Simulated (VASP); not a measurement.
# BrH in VASP: a series of runs

The runs below take BrH through relaxation of the atoms, vibrations by finite differences, with PBE+D3(BJ).

All numbers are computed with VASP 6.6.1; they aren't measurements. Logs are shortened: lines on timing, memory, paths and dates and some standing lists are left out, and cuts for length are marked.

### 1 The structure

The cell holds a molecule in a box, 2 atoms: a = 11.702 Å, b = 12.202 Å, c = 12.702 Å, α = 90.00°, β = 90.00°, γ = 90.00°.

### 2 Relaxation of the atoms, PBE+D3(BJ)

File INCAR:

```
  PREC = Accurate
  ENCUT = 400
  EDIFF = 1E-6
  ISMEAR = 0
  SIGMA = 0.01
  LREAL = False
  LASPH = True
  NELM = 100
  ALGO = Normal
  ISIF = 2
  LWAVE = False
  LCHARG = False
  GGA = PE
  IVDW = 12
  IBRION = 2
  NSW = 120
  EDIFFG = -0.03
  ISYM = 0
```

File KPOINTS:

```
Automatic mesh
0
Gamma
  1 1 1
```

File POSCAR:

```
HBr
1.0
   11.7015812861      0.0000000000      0.0000000000
    0.0000000000     12.2015812861      0.0000000000
    0.0000000000      0.0000000000     12.7015812861
Br H
1 1
Selective dynamics
Direct
    0.5267829709      0.5187529815      0.4526995396  F F F
    0.4732170291      0.4894426776      0.5473004604  T T T
```

Potentials or basis: VASP PAW PBE potentials, release 64 (Br, H).

The run is started by

```console
cat potpaw_PBE.64/Br/POTCAR potpaw_PBE.64/H/POTCAR > POTCAR
mpirun -np 1 vasp_gam > vasp.out
```

OUTCAR:

```text
PREC = Accurate
   ENCUT = 400
   EDIFF = 1E-6
   ISMEAR = 0
   LREAL = False
   LASPH = True
   NELM = 100
   ISIF = 2
   GGA = PE
   IVDW = 12
   IBRION = 2
   NSW = 120
   EDIFFG = -0.03
   ISYM = 0
 IVDW          = 12

 ion  position               nearest neighbor table
   1  0.527  0.519  0.453-   2 1.40
   2  0.473  0.489  0.547-   1 1.40

IMPORTANT INFORMATION: All symmetrisations will be switched off!
NOSYMM: (Re-)initialisation of all symmetry stuff for point group C_1.

----------------------------------------------------------------------------------------

                                     Primitive cell

  volume of cell :    1813.5038

  direct lattice vectors                    reciprocal lattice vectors
    11.701581286  0.000000000  0.000000000     0.085458536  0.000000000  0.000000000
     0.000000000 12.201581286  0.000000000     0.000000000  0.081956590  0.000000000
     0.000000000  0.000000000 12.701581286     0.000000000  0.000000000  0.078730355

  length of vectors
    11.701581286 12.201581286 12.701581286     0.085458536  0.081956590  0.078730355

  position of ions in fractional coordinates (direct lattice)
     0.526782971  0.518752982  0.452699540
     0.473217029  0.489442678  0.547300460

  ion indices of the primitive-cell ions
   primitive index   ion index
                 1           1
                 2           2

----------------------------------------------------------------------------------------

 KPOINTS: Automatic mesh

Automatic generation of k-mesh.
 Grid dimensions read from file:
 generate k-points for:    1    1    1

 Generating k-lattice:

  Cartesian coordinates                     Fractional coordinates (reciprocal lattice)
     0.085458536  0.000000000  0.000000000     1.000000000  0.000000000  0.000000000
     0.000000000  0.081956590  0.000000000     0.000000000  1.000000000  0.000000000
     0.000000000  0.000000000  0.078730355     0.000000000  0.000000000  1.000000000

  Length of vectors
     0.085458536  0.081956590  0.078730355

  Shift w.r.t. Gamma in fractional coordinates (k-lattice)
     0.000000000  0.000000000  0.000000000

 Subroutine IBZKPT returns following result:
 ===========================================

 Found      1 irreducible k-points:

 Following reciprocal coordinates:
            Coordinates               Weight
  0.000000  0.000000  0.000000      1.000000
   k-points           NKPTS =      1   k-points in BZ     NKDIM =      1   number of bands    NBANDS=      8
   number of dos      NEDOS =    301   number of ions     NIONS =      2
   total plane-waves  NPLWV = 537600
   dimension x,y,z NGX =    80 NGY =   80 NGZ =   84
   dimension x,y,z NGXF=   160 NGYF=  160 NGZF=  168
   ions per type =               1   1
   NGX,Y,Z   is equivalent  to a cutoff of  11.37, 10.90, 10.99 a.u.
   NGXF,Y,Z  is equivalent  to a cutoff of  22.73, 21.80, 21.99 a.u.
 SYSTEM =  unknown system
   PREC   = accura    normal or accurate (medium, high low for compatibility)
   ISTART =      0    job   : 0-new  1-cont  2-samecut
   ICHARG =      2    charge: 1-file 2-atom 10-const
   ISPIN  =      1    spin polarized calculation?
   LNONCOLLINEAR =      F non collinear calculations
   LSORBIT =      F    spin-orbit coupling
   LASPH  =      T    aspherical Exc in radial PAW
   ENCUT  =  400.0 eV  29.40 Ry    5.42 a.u.  19.08 19.90 20.71*2*pi/ulx,y,z
   NELM   =    100;   NELMIN=  2; NELMDL= -5     # of ELM steps
   EDIFF  = 0.1E-05   stopping-criterion for ELM
   LREAL  =      F    real-space projection
   EDIFFG = -.3E-01   stopping-criterion for IOM
   NSW    =    120    number of steps for IOM
   IBRION =      2    ionic relax: 0-MD 1-quasi-New 2-CG
   NFREE  =      1    steps in history (QN), initial steepest desc. (CG)
   ISIF   =      2    stress and relaxation
   ISYM   =      0    0-nonsym 1-usesym 2-fastsym
   POTIM  = 0.5000    time-step for ionic-motion
   TEBEG  =    0.0;   TEEND  =   0.0 temperature during run
   PSTRESS=    0.0 pullay stress
   NELECT =       8.0000    total number of electrons
   NUPDOWN=      -1.0000    fix difference up-down
   EMIN   =  10.00;   EMAX   =-10.00  energy-range for DOS
   EFERMI =   0.00;   METHOD = LEGACY
   ISMEAR =     0;   SIGMA  =   0.01  broadening in eV -4-tet -1-fermi 0-gaus
   EFERMI_NEDOS =   21; number of points for ismear=-14 and -15
   IALGO  =     38    algorithm
   IMIX   =      4    mixing-type and parameters
     AMIX     =   0.40;   BMIX     =  1.00
     AMIX_MAG =   1.60;   BMIX_MAG =  1.00
  volume/ion in A,a.u.               =     906.75      6119.06
  Fermi-wavevector in a.u.,A,eV,Ry     =   0.268492  0.507377  0.980819  0.072088
  Thomas-Fermi vector in A             =   1.104892
   LORBIT       =      0    0 simple, 1 ext, 2 COOP (PROOUT), +10 PAW based schemes
   GGA     = PE    functional components
   LHFCALC =     F    Hartree Fock is set to
   AEXX    =    0.0000 exact exchange contribution
   IVDW    =    12    specifies the selected vdW correction
   LEPSILON=     F    determine dielectric tensor
   LRPA    =     F    only Hartree local field effects (RPA)
 conjugate gradient relaxation of ions
 non-spin polarized calculation
 Gauss-broadening in eV      SIGMA  =   0.01
  energy-cutoff  :      400.00
  volume of cell :     1813.50
 maximum number of plane-waves:     16463
 NGX is ok and might be reduce to    80
   NGX = 39   NGY = 39   NGZ = 41

--------------------------------------- Ionic step        1  -------------------------------------------

 number of electron       7.9999997 magnetization

 Free energy of the ion-electron system (eV)
  ---------------------------------------------------
  ext. energy  EPLUGINS =         0.00000000
  ---------------------------------------------------
  free energy    TOTEN  =        -5.37170513 eV

  energy without entropy =       -5.37170513  energy(sigma->0) =       -5.37170513

------------------------ aborting loop because EDIFF is reached ----------------------------------------

 Edisp (eV)   -0.01041

 E8    (eV) :    -0.0034

  FORCE on cell =-STRESS in cart. coord.  units (eV):
  Direction    XX          YY          ZZ          XY          YZ          ZX
  --------------------------------------------------------------------------------------
  -------------------------------------------------------------------------------------
  Total       0.15643     0.00403     0.75922     0.12911    -0.24731    -0.43349
  in kB       0.13820     0.00356     0.67075     0.11406    -0.21849    -0.38298
  external pressure =        0.27 kB  Pullay stress =        0.00 kB

 VOLUME and BASIS-vectors are now :
 -----------------------------------------------------------------------------
  energy-cutoff  :      400.00
  volume of cell :     1813.50
      direct lattice vectors                 reciprocal lattice vectors
    11.701581286  0.000000000  0.000000000     0.085458536  0.000000000  0.000000000
     0.000000000 12.201581286  0.000000000     0.000000000  0.081956590  0.000000000
     0.000000000  0.000000000 12.701581286     0.000000000  0.000000000  0.078730355

 POSITION                                       TOTAL-FORCE (eV/Angst)
 -----------------------------------------------------------------------------------
      6.16419      6.32961      5.75000         0.359188      0.204711     -0.687181
      5.53739      5.97197      6.95158        -0.359188     -0.204711      0.687181
 -----------------------------------------------------------------------------------
    total drift:                                0.000242      0.000291     -0.000031

  FREE ENERGIE OF THE ION-ELECTRON SYSTEM (eV)
  ---------------------------------------------------
  free  energy   TOTEN  =        -5.3821128030 eV

  energy  without entropy=       -5.3821128030  energy(sigma->0) =       -5.38211280

--------------------------------------- Ionic step        2  -------------------------------------------

 number of electron       7.9999997 magnetization

------------------------ aborting loop because EDIFF is reached ----------------------------------------

 Edisp (eV)   -0.01040

 E8    (eV) :    -0.0034

  FORCE on cell =-STRESS in cart. coord.  units (eV):
  Direction    XX          YY          ZZ          XY          YZ          ZX
  --------------------------------------------------------------------------------------
  -------------------------------------------------------------------------------------
  Total      -0.11804    -0.08352    -0.25664    -0.02901     0.05583     0.09785
  in kB      -0.10428    -0.07379    -0.22673    -0.02563     0.04933     0.08645
  external pressure =       -0.13 kB  Pullay stress =        0.00 kB

 VOLUME and BASIS-vectors are now :
 -----------------------------------------------------------------------------
  energy-cutoff  :      400.00
  volume of cell :     1813.50
      direct lattice vectors                 reciprocal lattice vectors
    11.701581286  0.000000000  0.000000000     0.085458536  0.000000000  0.000000000
     0.000000000 12.201581286  0.000000000     0.000000000  0.081956590  0.000000000
     0.000000000  0.000000000 12.701581286     0.000000000  0.000000000  0.078730355

 POSITION                                       TOTAL-FORCE (eV/Angst)
 -----------------------------------------------------------------------------------
      6.16419      6.32961      5.75000        -0.081619     -0.046741      0.157824
      5.52006      5.96210      6.98473         0.081619      0.046741     -0.157824
 -----------------------------------------------------------------------------------
    total drift:                                0.000153      0.000162      0.000168

  FREE ENERGIE OF THE ION-ELECTRON SYSTEM (eV)
  ---------------------------------------------------
  free  energy   TOTEN  =        -5.3934432360 eV

  energy  without entropy=       -5.3934432360  energy(sigma->0) =       -5.39344324

--------------------------------------- Ionic step        3  -------------------------------------------

 number of electron       7.9999997 magnetization

 Free energy of the ion-electron system (eV)
  ---------------------------------------------------
  ext. energy  EPLUGINS =         0.00000000
  ---------------------------------------------------
  free energy    TOTEN  =        -5.38376038 eV

  energy without entropy =       -5.38376038  energy(sigma->0) =       -5.38376038

 E-fermi :  -7.2552     XC(G=0):  -0.4610

 val. band max:       -7.3037622773   @ k =   0.0000   0.0000   0.0000
 cond. band min:      -1.4049185982   @ k =   0.0000   0.0000   0.0000
 fundamental gap:      5.8988436791
 Fermi energy:        -7.2552223035

 k-point     1 :       0.0000    0.0000    0.0000
  band No.  band energies     occupation
      1     -20.3668      2.00000
      2     -10.9616      2.00000
      3      -7.3040      2.00000
      4      -7.3038      2.00000
      5      -1.4049      0.00000
      6      -0.0694      0.00000
      7       0.6482      0.00000
      8       0.6847      0.00000

------------------------ aborting loop because EDIFF is reached ----------------------------------------

 Edisp (eV)   -0.01040

 E8    (eV) :    -0.0034

  FORCE on cell =-STRESS in cart. coord.  units (eV):
  Direction    XX          YY          ZZ          XY          YZ          ZX
  --------------------------------------------------------------------------------------
  -------------------------------------------------------------------------------------
  Total      -0.06572    -0.06710    -0.06199     0.00136    -0.00239    -0.00419
  in kB      -0.05806    -0.05928    -0.05476     0.00120    -0.00211    -0.00370
  external pressure =       -0.06 kB  Pullay stress =        0.00 kB

 VOLUME and BASIS-vectors are now :
 -----------------------------------------------------------------------------
  energy-cutoff  :      400.00
  volume of cell :     1813.50
      direct lattice vectors                 reciprocal lattice vectors
    11.701581286  0.000000000  0.000000000     0.085458536  0.000000000  0.000000000
     0.000000000 12.201581286  0.000000000     0.000000000  0.081956590  0.000000000
     0.000000000  0.000000000 12.701581286     0.000000000  0.000000000  0.078730355

 POSITION                                       TOTAL-FORCE (eV/Angst)
 -----------------------------------------------------------------------------------
      6.16419      6.32961      5.75000         0.000959      0.000357     -0.000490
      5.52357      5.96410      6.97802        -0.000959     -0.000357      0.000490
 -----------------------------------------------------------------------------------
    total drift:                                0.000162      0.000190      0.000212

  FREE ENERGIE OF THE ION-ELECTRON SYSTEM (eV)
  ---------------------------------------------------
  free  energy   TOTEN  =        -5.3941650166 eV

  energy  without entropy=       -5.3941650166  energy(sigma->0) =       -5.39416502

 reached required accuracy - stopping structural energy minimisation
```

Wall time 68 s (1 thread of Intel Xeon 6975P-C (Granite Rapids), shared host); peak memory 0.99 GiB.

Results:

| Quantity | Value |
| --- | --- |
| Free energy | -5.3942 eV |
| Energy gained by relaxing | 6.0 meV/atom |
| Ionic steps | 3 |
| Gap between the frontier levels | 5.90 eV |
| Dispersion energy per atom | -0.005 eV |

The path:
```
step  energy change (eV)  largest force (eV/Å)  pressure (GPa)
   1              0.0000                0.8020            0.03
   2             -0.0113                0.1837           -0.01
   3             -0.0121                0.0011           -0.01
```

Final structure:
```
Br H
1.0
    11.70158    0.00000    0.00000
     0.00000   12.20158    0.00000
     0.00000    0.00000   12.70158
Br H
1 1
Direct
  0.52678 0.51875 0.45270
  0.47204 0.48880 0.54938
```

Levels at points of the mesh, in eV from the valence-band top:
| k point | band 1 | band 2 | band 3 | band 4 | band 5 | band 6 | band 7 | band 8 |
| --- | --- | --- | --- | --- | --- | --- | --- | --- |
| (0.00, 0.00, 0.00) | -13.06 | -3.66 | 0.00 | 0.00 | 5.90 | 7.23 | 7.95 | 7.99 |

### 3 Vibrations by finite differences, PBE+D3(BJ)

File INCAR:

```
ALGO = Normal ; EDIFF = 1E-7
ENCUT = 400 ; GGA = PE
IBRION = 5 ; ISIF = 2
ISMEAR = 0 ; ISYM = 0
IVDW = 12 ; LASPH = T
LCHARG = F ; LREAL = F
LWAVE = F ; NELM = 100
NFREE = 2 ; NSW = 1
POTIM = 0.015 ; PREC = Accurate
SIGMA = 0.01
```

File KPOINTS:

```
k-points
0
Gamma
  1 1 1
```

File POSCAR:

```
HBr                                     
1.0
   11.7015812861      0.0000000000      0.0000000000
    0.0000000000     12.2015812861      0.0000000000
    0.0000000000      0.0000000000     12.7015812861
  Br              H             
     1     1
Selective dynamics
Direct
0.5267829709000011  0.5187529815000005  0.4526995395999975  T T T
0.4720358574442831  0.4887970829503596  0.5493823067504654  T T T
```

Potentials or basis: VASP PAW PBE potentials, release 64 (Br, H).

The run is started by

```console
cat potpaw_PBE.64/Br/POTCAR potpaw_PBE.64/H/POTCAR > POTCAR
mpirun -np 1 vasp_gam > vasp.out
```

It took 6.7 min on 1 thread of Intel Xeon 6975P-C (Granite Rapids), shared host; peak memory 1 GiB.

It converged, with:

- Highest phonon frequency at Γ, LO-TO splitting left out: 2573 cm⁻¹
- Most unstable mode: 35i cm⁻¹
- Dispersion energy per atom: -0.005 eV

Phonon frequencies in cm⁻¹ (negative: imaginary):
| q point | frequencies |
| --- | --- |
| (0.000, 0.000, 0.000) | -35 -21 0 1 7 2573 |

Caveat: some modes are imaginary.
